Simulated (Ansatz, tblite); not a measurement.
# NaH with GFN2-xTB from a Python script

These are simulated results from tblite 0.8.0, not measurements. The cell was built from a prototype and was relaxed with r2SCAN in plane waves (Ansatz 0.2.0). Not every such cell is a known phase. All runs are without spin polarisation.

It is cubic, Fm-3m (No. 225); a = 4.795 Å in the conventional setting, 13.78 Å³ an atom. Na is surrounded by 6 H at 2.40 Å; H is surrounded by 6 Na at 2.40 Å.

tblite solves periodic systems at the zone centre alone, so the script builds a cluster of 2×2×2 conventional cells (64 atoms), which folds in a coarse mesh of k points.

Input script:

```python
import json
from ase import Atoms
from ase.build import make_supercell
from ase.units import Bohr, GPa, Hartree
from tblite.interface import Calculator

atoms = Atoms(['Na', 'H'],
              cell=[[0.0, 2.397512, 2.397512], [2.397512, 0.0, 2.397512], [2.397512, 2.397512, 0.0]],
              scaled_positions=[[-0.0, 0.0, 0.0], [0.5, 0.5, 0.5]],
              pbc=True)
cluster = make_supercell(atoms, [[-2, 2, 2], [2, -2, 2], [2, 2, -2]])
calc = Calculator('GFN2-xTB', cluster.numbers, cluster.positions / Bohr, lattice=cluster.cell[:] / Bohr, periodic=cluster.pbc)
calc.set('temperature', 0.02 / Hartree)
calc.set('max-iter', 150)
res = calc.singlepoint()
levels = res.get('orbital-energies') * Hartree
nv = round(res.get('orbital-occupations').sum() / 2)
cells = len(cluster) // len(atoms)
out = {'energy_per_cell': res.get('energy') * Hartree / cells, 'homo': levels[nv - 1], 'lumo': levels[nv],
       'stress': (-res.get('virial') * Hartree / cluster.get_volume() / GPa).tolist(), 'charges': res.get('charges')[:len(atoms)].tolist(), 'electrons': 2 * nv / cells}
json.dump(out, open('results.json', 'w'))
for key, value in out.items():
    print(key, value)
```

Command: `python run.py`. It took 4.2 s on 1 thread of Intel(R) Xeon(R) 6975P-C (Granite Rapids), with other jobs on the host, peak memory 0.093 GiB.

The log:

```
------------------------------------------------------------
  cycle        total energy    energy error   density error
------------------------------------------------------------
      1     -24.61662664404  -2.4701381E+01   2.7673837E-01
      2     -24.20476632245   4.1186032E-01   1.2607908E-01
      3     -25.17404284184  -9.6927652E-01   5.2765241E-02
      4     -25.30387861466  -1.2983577E-01   5.5392477E-02
      5     -24.12439797689   1.1794806E+00   1.0171120E-01
      6     -24.32834152501  -2.0394355E-01   1.6806613E-01
      7     -24.27262469094   5.5716834E-02   1.5477448E-01
      8     -24.10922345296   1.6340124E-01   9.8700953E-02
      9     -24.12052047288  -1.1297020E-02   6.3259315E-02
     10     -24.37942224449  -2.5890177E-01   4.9477131E-02
     11     -25.19214875999  -8.1272652E-01   5.8367331E-02
     12     -24.40451291820   7.8763584E-01   8.0966441E-02
     13     -23.42909256999   9.7542035E-01   7.6834760E-02
     14     -21.85838540813   1.5707072E+00   2.2982610E-01
     15     -24.17621403800  -2.3178286E+00   9.4047653E-02
     16     -24.82260317272  -6.4638913E-01   5.2004323E-02
     17     -23.68163334360   1.1409698E+00   8.3453152E-02
     18     -22.36884013592   1.3127932E+00   1.9232974E-01
     19     -24.54893914127  -2.1800990E+00   6.4687563E-02
     20     -25.34983647928  -8.0089734E-01   6.6296686E-02
     21     -23.43845540735   1.9113811E+00   8.1016759E-02
     22     -25.04388526337  -1.6054299E+00   2.8508383E-02
     23     -24.20506097444   8.3882429E-01   5.1410205E-02
     24     -23.90927499475   2.9578598E-01   8.2692696E-02
     25     -23.37512100396   5.3415399E-01   7.9568017E-02
     26     -24.25898611608  -8.8386511E-01   6.1717507E-02
     27     -23.73841198785   5.2057413E-01   6.5853842E-02
     28     -24.12445122033  -3.8603923E-01   6.9060793E-02
     29     -23.73102060942   3.9343061E-01   6.6165855E-02
     30     -24.36114349294  -6.3012288E-01   5.6718401E-02
     31     -24.03018323238   3.3096026E-01   5.6974434E-02
     32     -24.42585299856  -3.9566977E-01   5.3708305E-02
     33     -24.17159074470   2.5426225E-01   5.2761514E-02
     34     -24.55019074010  -3.7860000E-01   4.8133116E-02
     35     -24.37912865710   1.7106208E-01   4.6572034E-02
     36     -24.70838870205  -3.2926004E-01   4.1419913E-02
     37     -24.62082044304   8.7568259E-02   3.9229795E-02
     38     -24.90009342862  -2.7927299E-01   3.3485357E-02
     39     -24.90281006643  -2.7166378E-03   3.0191675E-02
     40     -25.14727528738  -2.4446522E-01   2.2641585E-02
     41     -25.26213601648  -1.1486073E-01   1.5833770E-02
     42     -25.41332598931  -1.5118997E-01   9.5114359E-04
     43     -25.35455530436   5.8770685E-02   1.0010189E-02
     44     -25.38879306375  -3.4237759E-02   6.3681717E-03
     45     -25.41332739742  -2.4534334E-02   8.5151674E-04
     46     -25.38224093745   3.1086460E-02   7.0990158E-03
     47     -25.36638582062   1.5855117E-02   8.5551646E-03
     48     -25.06700411288   2.9938171E-01   2.5990832E-02
     49     -25.03837176378   2.8632349E-02   2.5033537E-02
     50     -24.29850039517   7.3987137E-01   5.9447814E-02
     51     -24.50281730660  -2.0431691E-01   4.2393922E-02
     52     -23.78366116633   7.1915614E-01   9.1449487E-02
     53     -24.73292676301  -9.4926560E-01   3.5376607E-02
     54     -23.39743689957   1.3354899E+00   1.2338894E-01
     55     -24.52527906531  -1.1278422E+00   4.8828024E-02
     56     -23.19100695776   1.3342721E+00   1.3972586E-01
     57     -23.12969390479   6.1313053E-02   1.4426611E-01
     58     -25.17752681356  -2.0478329E+00   2.0300445E-02
     59     -22.26370561455   2.9138212E+00   2.0403701E-01
     60     -22.27644699410  -1.2741380E-02   2.0169086E-01
     61     -21.65157042272   6.2487657E-01   2.5295319E-01
     62     -22.66017111880  -1.0086007E+00   1.7551027E-01
     63     -23.44008145720  -7.7991034E-01   8.3413848E-02
     64     -23.96423975168  -5.2415829E-01   5.7690111E-02
     65     -23.86560886785   9.8630884E-02   6.0307390E-02
     66     -23.92066239325  -5.5053525E-02   5.8645174E-02
     67     -23.90368611458   1.6976279E-02   5.9197044E-02
     68     -24.38380057849  -4.8011446E-01   4.5076917E-02
     69     -25.14663818386  -7.6283761E-01   2.0095624E-02
     70     -25.41248598970  -2.6584781E-01   1.3934486E-03
     71     -25.40385283660   8.6331531E-03   3.8355801E-03
     72     -25.41301349329  -9.1606567E-03   9.3030055E-04
     73     -25.41358081358  -5.6732029E-04   2.5686070E-04
     74     -25.41356761672   1.3196852E-05   3.1907512E-04
     75     -25.41358931710  -2.1700372E-05   2.3914927E-04
     76     -25.41359900703  -9.6899377E-06   2.0841623E-04
     77     -25.41360475197  -5.7449386E-06   1.8866480E-04
     78     -25.41360091596   3.8360137E-06   2.0351838E-04
     79     -25.41359595083   4.9651261E-06   2.2064852E-04
     80     -25.41362852750  -3.2576668E-05   1.7158658E-05
     81     -25.41362858731  -5.9810969E-08   7.8936778E-06
------------------------------------------------------------

 total:                                   3.809 sec
energy_per_cell -21.610626805289503
homo -19.402980213230244
lumo -8.554910414896135
stress [[-12.7965413670304, 1.6301666810123857e-10, -1.3480445826020395e-10], [1.630166515522545e-10, -12.79654136705911, -1.5119647350523525e-10], [-1.3480440401378995e-10, -1.5119645645198527e-10, -12.796541367058605]]
charges [0.8139221825402607, -0.8139186047640754]
electrons 2.0
```

The cycle table is in hartree for the whole cluster, and the lines after it are in eV (the energy for one cell). The printed stress is in GPa and positive in compression, and the pressure is its mean diagonal.

GFN2-xTB gives a gap of 10.85 eV. On the same cell, plane-wave PBE (Ansatz, 10×10×10 k points and the special points) gives a gap of 3.80 eV and r2SCAN a gap of 4.40 eV; on shared hosts these took about 0.69 and 1.4 core-seconds on the 2-atom cell, against 4.2 for the script. Semilocal gaps usually lie below measured ones. xTB was fitted to molecules, so gaps, charges and pressures of solids can be far off, and the gap also depends on the size of the cluster.

The pressure on this cell is -12.8 GPa (positive in compression).

xTB was fitted mostly to molecules, and a small cluster samples few k points, so gaps, pressures and kinks along a curve can be far from a solid's.
